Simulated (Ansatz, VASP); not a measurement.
Two plane-wave programs on BeSe

The input INCAR:

```
SYSTEM = BeSe
PREC = Accurate
ENCUT = 600
EDIFF = 1E-7
ISMEAR = 0
SIGMA = 0.02
LREAL = .False.
LASPH = .True.
NELM = 60
ALGO = Normal
ISIF = 3
LWAVE = .False.
LCHARG = .False.
GGA = CA
IBRION = 2
NSW = 100
EDIFFG = -0.005
```

Contents of KPOINTS:

```
Automatic mesh
0
Gamma
  10 10 10
  0 0 0
```

File POSCAR:

```
BeSe
1.0
    0.0000000000      2.5350000000      2.5350000000
    2.5350000000      0.0000000000      2.5350000000
    2.5350000000      2.5350000000      0.0000000000
Be Se
1 1
Direct
    0.0000000000      0.0000000000      0.0000000000
    0.2500000000      0.2500000000      0.2500000000
```

Input for Ansatz:

```yaml
crystal:
  lattice:
    - [0.0, 2.535, 2.535]
    - [2.535, 0.0, 2.535]
    - [2.535, 2.535, 0.0]
  atoms:
    - { symbol: Be, position: [0.0, 0.0, 0.0] }
    - { symbol: Se, position: [0.25, 0.25, 0.25] }
basis:
  ecutwfc: 420
kpoints:
  mp_grid: { grid: [10, 10, 10] }
hamiltonian:
  xc: lda
scf:
  occupations: { method: gaussian, width: 0.02 }
output:
  forces: true
  stress: true
  eigenvalues: true
  write_density: true
  write_potential: true
  elf: true
  volumetric_format: npy
relax:
  adjacent_minimum: "off"
  f_tol: 0.005
  max_steps: 80
  cell: { stress_tol: 0.05 }
```

Alike in both runs: task relaxation of cell and atoms; functional LDA; k mesh 10 × 10 × 10; occupations gaussian, width 0.02 eV; no spin polarisation.

|  | VASP | Ansatz |
| --- | --- | --- |
| version | VASP 6.6.1 | Ansatz 0.2.0 |
| potentials or method | VASP PAW LDA potentials, release 64 (Be, Se) | scalar-relativistic, plane waves, PAW |
| plane-wave cutoff (eV) | 600 | 420 |
| valence electrons in the cell | 8 | 18 |

|  | VASP | Ansatz | Ansatz less VASP |
| --- | --- | --- | --- |
| gap on the k mesh at the Fermi level, each at its own relaxed structure (eV) | 2.40 | 2.40 | +0.003 |
| relaxed volume (Å³/atom) | 16.46 | 16.40 | -0.058 |
| relaxed cell length with the largest relative difference (Å) | 3.597 | 3.593 | -0.0042 |

The two sets of potentials don't hold the same shells in valence.

A k mesh can miss the band edges. LDA gaps usually lie below the measured ones, often by a third to a half.
